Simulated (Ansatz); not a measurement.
Input and output of a one-shot G0W0 calculation on CaO in the rocksalt structure (the PAW code Ansatz, G0W0@PBE with 151 empty bands, a screening cutoff of 180 eV and a 6×6×6 mesh). Cell and atoms come from a relaxation with r2SCAN.

The input:
```yaml
crystal:
  lattice:
    - [0.0, 2.3975501136, 2.3975501136]
    - [2.3975501136, 0.0, 2.3975501136]
    - [2.3975501136, 2.3975501136, 0.0]
  atoms:
    - { symbol: Ca, position: [0.0, 0.0, 0.0] }
    - { symbol: O, position: [0.5, 0.5, 0.5] }
kpoints:
  mp_grid: { grid: [6, 6, 6] }
hamiltonian:
  xc: pbe
scf:
  occupations: { method: fixed }
gw:
  n_empty_bands: 151
  ecut_chi: 180
  qp_bands: [v2, c2]
  qp_kpoints: band_edges
  screening: { model: godby_needs }
```

It took 12 s on 1 × NVIDIA H100 80GB HBM3 with 2 threads of AMD EPYC 7R13 Processor (Zen 3), with other jobs on the host, load about 2.5 per core; peak host memory 1.6 GiB.

Main lines of the log:
```
Functional definition: PBE
Crystal: 2 atoms, lattice volume = 27.563 Å³
Basis set: ecut = 420 eV, 537 PW (Γ)
Bands: 12, of which v1, the nominal top of the filled ones, is band 8 counted from 1 (7 counted from 0)
Symmetry: 48 space group operations
Space group: Fm-3m (ITA 225)
k-points: 16 of 216
preconditioner: auto → none  [insulator: Δε(μ)=3.651 eV  ℏωp=26.5 eV]
SCF converged after 6 iterations
Free energy (F): -2387.717729 eV
Fermi energy:    7.772552 eV
--- Band table (eV; the first three rows and the last of 16) ---
  k-point 0: bands = […, -10.5977, -10.5977, -7.7569, 7.7726, 7.7726, 7.7726, 12.5614, 14.0277, 14.0277, 14.0277]
  k-point 1: bands = […, -10.6113, -10.6113, -7.3861, 6.9151, 7.4218, 7.4218, 13.6639, 14.0100, 14.4874, 14.4874]
  k-point 2: bands = […, -10.6384, -10.6384, -6.7965, 5.6561, 6.8272, 6.8272, 14.3407, 15.5445, 15.5445, 15.5912]
  k-point 15: bands = […, -10.9882, -10.9268, -7.2216, 6.5653, 6.6983, 6.9666, 12.8179, 15.4792, 16.1645, 17.3607]
--- G₀W₀: ω_p = 28.2912 eV, 216 q-points, 151 empty bands' worth ---
    ik  band        ε_KS         Σx   Σc(E_QP)       V_xc       Z   E_QP_lin       E_QP  E_QP is
     0     7      7.7726   -25.5040     4.2856   -20.2163  0.7778     6.7617     6.7704  root
     0     8      7.7726   -25.5040     4.2856   -20.2163  0.7778     6.7617     6.7704  root
     0     9     12.5614    -7.5901    -4.0051   -12.1856  0.8463    13.1532    13.1517  root
     0    10     14.0277    -7.5675    -5.1259   -14.6046  0.8399    15.9465    15.9390  root
     1     7      7.4218   -24.9230     4.2525   -19.6439  0.7774     6.3861     6.3952  root
     1     8      7.4218   -24.9230     4.2525   -19.6439  0.7774     6.3861     6.3952  root
     1     9     13.6639    -8.0839    -4.1377   -12.9915  0.8401    14.4363    14.4338  root
     1    10     14.0100    -8.2831    -4.8452   -14.8426  0.8356    15.7364    15.7243  root
     4     7      7.5871   -25.1791     4.2615   -19.8844  0.7783     6.5448     6.5539  root
     4     8      7.5871   -25.1791     4.2615   -19.8844  0.7783     6.5448     6.5539  root
     4     9     13.1718    -6.9082    -4.8649   -13.3764  0.8425    14.7845    14.7751  root
     4    10     13.6854    -8.1932    -4.1871   -13.2166  0.8399    14.5249    14.5217  root
     5     7      7.0525   -24.3592     4.2318   -19.0408  0.7778     5.9550     5.9660  root
     5     8      7.2231   -24.7201     4.2673   -19.3859  0.7775     6.1462     6.1564  root
     5     9     13.0925    -7.2303    -4.7112   -13.4501  0.8407    14.6096    14.6012  root
     5    10     15.0213    -8.8609    -4.5051   -14.5366  0.8317    16.1987    16.1920  root
     7     7      6.6397   -24.1363     4.3444   -18.6981  0.7737     5.5317     5.5460  root
     7     8      6.8225   -24.0811     4.2379   -18.7094  0.7788     5.6747     5.6887  root
     7     9     14.4339    -8.7194    -4.8422   -15.2796  0.8259    16.1507    16.1520  root
     7    10     15.2148    -8.9813    -4.9362   -15.6009  0.8255    16.9074    16.8982  root
     8     7      6.9378   -24.3822     4.2936   -19.0282  0.7751     5.8660     5.8774  root
     8     8      7.3148   -24.5649     4.1878   -19.3014  0.7797     6.2291     6.2391  root
     8     9     13.8403    -8.0120    -4.7973   -14.4666  0.8365    15.5066    15.4976  root
     8    10     14.6232    -8.6676    -4.3925   -14.1296  0.8339    15.6978    15.6927  root
     9     7      7.4158   -25.1345     4.3035   -19.7532  0.7782     6.3281     6.3381  root
     9     8      7.4158   -25.1345     4.3035   -19.7532  0.7782     6.3281     6.3381  root
     9     9     11.9229    -6.3687    -4.5338   -12.1999  0.8462    13.2272    13.2203  root
     9    10     15.1960    -8.5283    -4.8193   -14.7946  0.8356    16.6525    16.6431  root
    10     7      6.9260   -24.2878     4.2511   -18.8943  0.7789     5.7706     5.7837  root
    10     8      7.1819   -24.8948     4.3206   -19.4822  0.7773     6.0791     6.0900  root
    10     9     12.2792    -7.1304    -4.4643   -12.9290  0.8419    13.6206    13.6136  root
    10    10     15.9702    -9.4276    -5.2040   -16.6001  0.8315    17.9582    17.9387  root
    12     7      7.4009   -25.2630     4.3360   -19.8347  0.7781     6.2984     6.3086  root
    12     8      7.4009   -25.2630     4.3360   -19.8347  0.7781     6.2984     6.3086  root
    12     9     11.4254    -6.2420    -4.4104   -11.8542  0.8474    12.6330    12.6272  root
    12    10     15.8757    -9.9034    -5.3060   -17.4112  0.8313    18.0926    18.0775  root
  […]
```

The rows of the band table are 0: (0, 0, 0) = Γ, 1: (0, 0, 1/6), 2: (0, 0, 1/3), 15: (1/6, -1/2, -1/3).

The points are ik 0 = (0, 0, 0) (Γ), ik 1 = (0, 0, 1/6), ik 4 = (0, 1/6, 1/6), ik 5 = (0, 1/6, 1/3), ik 7 = (0, 1/6, -1/3), ik 8 = (0, 1/6, -1/6), ik 9 = (0, 1/3, 1/3), ik 10 = (0, 1/3, -1/2), ik 12 = (0, -1/2, -1/2), ik 14 = (1/6, 1/3, -1/3), ik 15 = (1/6, -1/2, -1/3); band 8 is the last filled one.

The quasiparticle gap on this mesh is 5.86 eV (Γ to k = (0, -1/2, -1/2)), against 3.65 eV from PBE: +2.21 eV. Renormalisation factors Z lie between 0.77 and 0.85. G0W0 values are finite-basis, finite-mesh values.

Spin-unpolarised throughout; all numbers are computed.
